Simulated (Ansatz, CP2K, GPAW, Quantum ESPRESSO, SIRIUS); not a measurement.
**The equilibrium volume of GaSb, sorted by core time**

**What was measured.** The equilibrium volume of GaSb (F-43m) is reported as 28.32 Å³/atom at 300 K (a printed reference work). The runs below try to reproduce it.

It takes space group F-43m (No. 216, cubic). The conventional cell has a = 6.118 Å, b = 6.118 Å, c = 6.118 Å, α = 90.00°, β = 90.00°, γ = 90.00°. Sb (site symmetry -43m) is surrounded by 4 Ga at 2.65 Å. Ga (site symmetry -43m) is surrounded by 4 Sb at 2.65 Å.

| rung | level | program and potentials | cutoff (eV) | k mesh | smearing | task | core time | chip | equilibrium volume (Å³/atom) | miss | notes |
| --- | --- | --- | --- | --- | --- | --- | --- | --- | --- | --- | --- |
| GGA | PBE | Ansatz, all-electron LAPW, scalar-relativistic | - | 8 × 8 × 8 | fermi-dirac 0.05 | relaxation of cell and atoms | 50 s | Arm Neoverse V1 | 30.03 | +6.0 % | - |
| GGA | PBEint | GPAW, PAW data sets generated for this functional | 600 | 6 × 6 × 6 | fermi-dirac 0.05 | equation of state | 56 s | Arm Neoverse V2 | 29.01 | +2.4 % | - |
| GGA | AM05 | GPAW, PAW data sets generated for this functional | 600 | 6 × 6 × 6 | fermi-dirac 0.05 | equation of state | 59 s | Arm Neoverse V2 | 28.79 | +1.7 % | - |
| GGA | revPBE | Ansatz, all-electron LAPW, scalar-relativistic | - | 8 × 8 × 8 | fermi-dirac 0.05 | relaxation of cell and atoms | 1.7 min | Intel Xeon Skylake/Cascade Lake | 30.74 | +8.5 % | - |
| GGA + dispersion | PBE+D4 | GPAW, GPAW PAW data sets (gpaw-data 1.2.1) | 600 | 6 × 6 × 6 | fermi-dirac 0.05 | equation of state | 1.9 min | AMD EPYC 7571 | 28.57 | +0.9 % | - |
| non-local van der Waals functional | C09-vdW | GPAW, GPAW PAW data sets (gpaw-data 1.2.1) | 600 | 6 × 6 × 6 | fermi-dirac 0.05 | equation of state | 2.1 min | AMD EPYC 7571 | 29.00 | +2.4 % | potentials made for PBE |
| GGA + dispersion | PBEsol+D4 | Quantum ESPRESSO, PseudoDojo 0.4.1 SR PBEsol standard | 1088 | 8 × 8 × 8 | fermi-dirac 0.05 | equation of state | 3.7 min | Arm Neoverse V2 | 27.87 | -1.6 % | - |
| GGA | PBEsol | CP2K, POTENTIAL_UZH Sb GTH-PBE-q5, Ga GTH-PBE-q13; TZVP-MOLOPT-PBE-GTH basis | - | 8 × 8 × 8 | fermi-dirac 0.1 | equation of state | 4.3 min | Arm Neoverse V1 | 29.35 | +3.6 % | atomic basis; potentials made for PBE |
| GGA | PBEsol | SIRIUS, all-electron FP-LAPW, apw+lo standard | - | 8 × 8 × 8 | fermi-dirac 0.02 | equation of state | 8.5 min | Arm Neoverse V1 | 28.53 | +0.7 % | - |

Times are single runs on shared hosts and different chips, so they are rough; meshes, cutoffs and the tasks' sizes weigh on the time. All rows: no spin polarisation. Smearing widths are in eV. For a metal such meshes aren't converged. Meshes differ between rows, which moves values too. Meshes are those of the run's cell of 2 atoms unless a note names another. Relaxations start from the cell shown or near it and stop with a little pressure left. The cell shown, of 28.62 Å³ an atom, is the runs' start and not the measured value. Misses use the values as printed. Runs on faulty files, with rough fits or with known faults for this quantity aren't shown. No row holds spin-orbit coupling.

By rung: GGA 28.53 to 30.74; GGA + dispersion 27.87 to 28.57; non-local van der Waals functional 29.00; GGA in atomic bases 29.35 (Å³/atom). Measured: 28.32 Å³/atom at 300 K (a printed reference work). Closest, coarse meshes and atomic bases left aside, is PBEsol with SIRIUS, all-electron FP-LAPW, apw+lo standard (+0.7 %), and PBE misses by +6.0 % on plain settings. The runs are for a static lattice, while measurements hold temperature and zero-point motion.
